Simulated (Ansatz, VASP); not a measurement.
## Two plane-wave programs on Pd

Contents of INCAR:

```
SYSTEM = Pd
PREC = Accurate
ENCUT = 520
EDIFF = 1E-6
ISMEAR = 0
SIGMA = 0.15
LREAL = .False.
LASPH = .True.
NELM = 60
ALGO = Fast
ISIF = 2
LWAVE = .False.
LCHARG = .True.
GGA = PS
LELF = .True.
LVHAR = .True.
NBANDS = 11
```

File KPOINTS:

```
Automatic mesh
0
Gamma
  20 20 20
  0 0 0
```

Contents of POSCAR:

```
Pd
1.0
   -0.0194490000      1.9449000000      1.9449000000
    1.9254510000      0.0000000000      1.9254510000
    1.9449000000      1.9449000000     -0.0194490000
Pd
1
Direct
    0.0000000000      0.0000000000      0.0000000000
```

Input for Ansatz:

```yaml
crystal:
  lattice:
    - [-0.019449, 1.9449, 1.9449]
    - [1.925451, 0.0, 1.925451]
    - [1.9449, 1.9449, -0.019449]
  atoms:
    - { symbol: Pd, position: [0.0, 0.0, 0.0] }
basis:
  ecutwfc: 420
kpoints:
  mp_grid: { grid: [20, 20, 20] }
hamiltonian:
  xc: pbesol
scf:
  occupations: { method: gaussian, width: 0.15 }
output:
  forces: true
  stress: true
  eigenvalues: true
```

Change from the starting cell: strain -0.0200 x Voigt [0, 0, 0, 0, 1, 0], atoms carried along.

Alike in both runs: task single point; functional PBEsol; k mesh 20 × 20 × 20; occupations gaussian, width 0.15 eV; no spin polarisation.

|  | VASP | Ansatz |
| --- | --- | --- |
| version | VASP 6.6.1 | Ansatz 0.2.0 |
| potentials or method | VASP PAW PBE potentials, release 64 (Pd) | scalar-relativistic, plane waves, PAW |
| plane-wave cutoff (eV) | 520 | 420 |
| valence electrons in the cell | 10 | 18 |

|  | VASP | Ansatz | Ansatz less VASP |
| --- | --- | --- | --- |
| gap on the k mesh at the Fermi level (eV) | none | none | - |
| pressure (GPa) | -2.4 | -2.1 | +0.31 |
| largest component of the traceless stress (GPa) | 1.53 | 1.53 | +0.004 |

A gap of «none» marks a metal or a gap that the smearing closes. With one functional, cell and mesh, what is left measures potentials, basis and numerics. The two sets of potentials don't hold the same shells in valence.

Caveats: the PAW data sets were made with another functional, which shifts forces and pressure a little (VASP).
